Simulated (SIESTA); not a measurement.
Runs of SIESTA 5.4.2 on NbP. The structure is tetragonal, space group I4_1md (No. 109). Conventional cell: a = 3.350 Å, b = 3.350 Å, c = 11.480 Å, α = 90.00°, β = 90.00°, γ = 90.00°. Nb (site symmetry 2mm) is surrounded by 6 P at 2.55 Å. P (site symmetry 2mm) has 6 Nb at 2.55 Å as nearest neighbours. The cell is a database's computed one.

| task | level | potentials or basis | energy shift | gap on the mesh (eV) | pressure (GPa) | largest force (eV/Å) |
| --- | --- | --- | --- | --- | --- | --- |
| single point | PBEsol | PseudoDojo 0.4 standard (PBEsol files), DZP (energy shift 0.003 Ry; two zetas on semicore shells) | 0.003 Ry | none | -4.5 | 0.03 |
| single point | PBE | PseudoDojo 0.4 standard (PBE files), DZP (energy shift 0.002 Ry; radii capped at 9.5 bohr) | 0.002 Ry | none | (b) | 0.03 |
| band structure | BLYP | PseudoDojo 0.4 standard (PBE files), DZP (energy shift 0.003 Ry; two zetas on semicore shells) | 0.003 Ry | none | 9.7 | 0.01 |
| single point | PBE | PseudoDojo 0.4 standard (PBE files), DZP (energy shift 0.003 Ry; two zetas on semicore shells) | 0.003 Ry | none | (a) | 0.03 |

Alike in all rows: no spin polarisation; cell as given; k mesh 11 × 11 × 11; smearing fermi-dirac 0.05 eV; grid cutoff 800 Ry.

Problem. Fill in the values left out.

Solution. (a) 0.8; (b) 0.2.

Caveats: the basis of atomic orbitals isn't converged, which shifts pressures, moduli and gaps; semicore shells carry a single zeta, which can move pressures by several GPa and volumes by a few percent (some runs); the potentials were made for another functional, which shifts forces and pressure (some runs).

A k mesh can miss the band edges, and the runs leave out spin-orbit coupling on Nb.

A gap of «none» marks a metal or a gap under the smearing width.

Not every run made on this cell is shown here.
